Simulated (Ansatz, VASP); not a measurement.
## BiTe: VASP beside Ansatz

```
CELL_PARAMETERS angstrom
0.00000 3.25119 3.09936
3.25119 0.00000 3.09936
3.25119 3.25119 0.00000
ATOMIC_POSITIONS crystal
Bi 0.01017 0.01017 0.98983
Te 0.48334 0.48334 0.51666
```

Change from the starting cell: mode 6 frozen in at -0.108 Å, normal strain along z -0.0467.

Alike in both runs: task single point; functional PBE; k mesh 12 × 12 × 12; occupations gaussian, width 0.15 eV; no spin polarisation.

|  | VASP | Ansatz |
| --- | --- | --- |
| version | VASP 6.6.1 | Ansatz 0.2.0 |
| potentials or method | VASP PAW PBE potentials, release 64 (Bi_d, Te) | scalar-relativistic, plane waves, PAW |
| plane-wave cutoff (eV) | 520 | 420 |
| valence electrons in the cell | 21 | 31 |

|  | VASP | Ansatz | Ansatz less VASP |
| --- | --- | --- | --- |
| gap on the k mesh at the Fermi level (eV) | none | none | - |
| pressure (GPa) | 3.4 | 3.5 | +0.04 |
| largest component of the traceless stress (GPa) | 3.94 | 3.94 | -0.008 |
| rms of the force components (eV/Å) | 0.405 | 0.402 | -0.0024 |

Atom by atom the forces differ by 0.002 eV/Å (rms over components). A gap of «none» marks a metal or a gap that the smearing closes. The two sets of potentials don't hold the same shells in valence.

Caveats: spin-orbit coupling is left out, which moves the levels of the heavy elements.
